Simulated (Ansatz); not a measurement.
Crystal: Al2Au.

```xyz
3
Lattice="0.0000 3.0000 3.0000 3.0000 0.0000 3.0000 3.0000 3.0000 0.0000" Properties=species:S:1:pos:R:3 pbc="T T T"
Au    0.0000    0.0000    0.0000
Al    4.5000    4.5000    4.5000
Al    1.5000    1.5000    1.5000
```

Base run:

```yaml
Program: Ansatz 0.2.0
Functional: r2SCAN
Potentials_or_basis: Ansatz PAW
Cutoff: "500 eV (not typed: the program's choice for these potentials)"
k_mesh: 8 × 8 × 8
Occupations: fermi-dirac, width 0.05 eV
Spin: no spin polarisation
```

Its results: band gap on the k mesh none (metal or under the smearing width); pressure 0.5 GPa.

The run is repeated on the same cell with these changes: spin from no spin polarisation to spin-orbit coupling, no magnetisation; potential files from those of the base run to others of the same set. What comes out?

Band gap on the k mesh none (metal or under the smearing width); pressure -0.4 GPa.

Caveats: the PAW data sets come from PBE, with cores solved anew for the run's functional, which leaves a small shift of forces and pressure; spin-orbit coupling is left out, which moves the levels of the heavy elements (some runs).
